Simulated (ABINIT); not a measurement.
KCl (Sylvite):

```
K Cl
1.0
     0.00000    3.14647    3.14647
     3.14647    0.00000    3.14647
     3.14647    3.14647    0.00000
K Cl
1 1
Direct
  0.00000 0.00000 0.00000
  0.50000 0.50000 0.50000
```

Program: ABINIT 10.8.3 (patched build). Alike in all runs: no spin polarisation; cell as given; k mesh 7 × 7 × 7; smearing fermi-dirac 0.05 eV.

Task: Order these runs on this cell by their band gap on the k mesh, lowest first.
A. level LDA; potentials or basis JTH PAW LDA v2.0; cutoff (eV) 680; fine-grid cutoff 1278.94 eV
B. level PBEsol; potentials or basis PseudoDojo NC SR PBEsol v0.4.1 standard; cutoff (eV) 1007
C. level PBE; potentials or basis JTH PAW PBE v2.0; cutoff (eV) 680; fine-grid cutoff 1278.94 eV
D. level r2SCAN; potentials or basis JTH PAW PBE v2.0; cutoff (eV) 816; fine-grid cutoff 1414.99 eV

Result: A (4.74 eV), B (5.03 eV), C (5.19 eV), D (5.83 eV).

Caveats: an odd mesh through Γ misses points on the zone boundary, where band edges often lie (some runs).
